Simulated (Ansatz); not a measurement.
Crystal: PtSe2 (Sudovikovite).

```
Pt Se
1.0
     3.72400    0.00000    0.00000
    -1.86200    3.22508    0.00000
     0.00000    0.00000    5.06200
Pt Se
1 2
Direct
  0.00000 0.00000 0.00000
  0.66667 0.33333 0.75000
  0.33333 0.66667 0.25000
```

- Program: Ansatz 0.2.0
- Task: single point
- Functional: PBEsol
- Potentials or basis: all-electron LAPW, scalar-relativistic
- Cutoff: 317 eV (chosen from the basis error)
- Basis error allowed: 0.001 eV/atom
- k mesh: 8 × 8 × 5
- Occupations: fermi-dirac, width 0.05 eV
- Spin: no spin polarisation

On this cell: pressure 2.1 GPa; largest force 0.337 eV/Å; band gap on the k mesh none (metal or under the smearing width).

The same run follows on a disturbed copy (atoms moved at random, drawn with an rms of 0.05 Å):

```
Pt Se
1.0
     3.72400    0.00000    0.00000
    -1.86200    3.22508    0.00000
     0.00000    0.00000    5.06200
Pt Se
1 2
Cartesian
  0.0001 0.0730 0.0334
  1.8049 1.0686 3.7459
  0.0179 2.1128 1.2468
```

Task: What does the disturbed cell give?

Result: The energy (extrapolated to zero smearing) moves by +40.0 meV/atom; pressure 2.0 GPa; largest force 1.964 eV/Å; band gap on the k mesh none (metal or under the smearing width).

Forces in eV/Å, atoms in the order of the input:
```
Pt  -0.299 -1.582 -1.126
Se   0.444  0.498  0.272
Se  -0.145  1.084  0.854
```

Stress tensor (GPa, compression positive):
```
 1.58  0.91 -1.80
 0.91  3.88  1.68
-1.80  1.68  0.68
```

The runs don't all hold the same shells in valence.
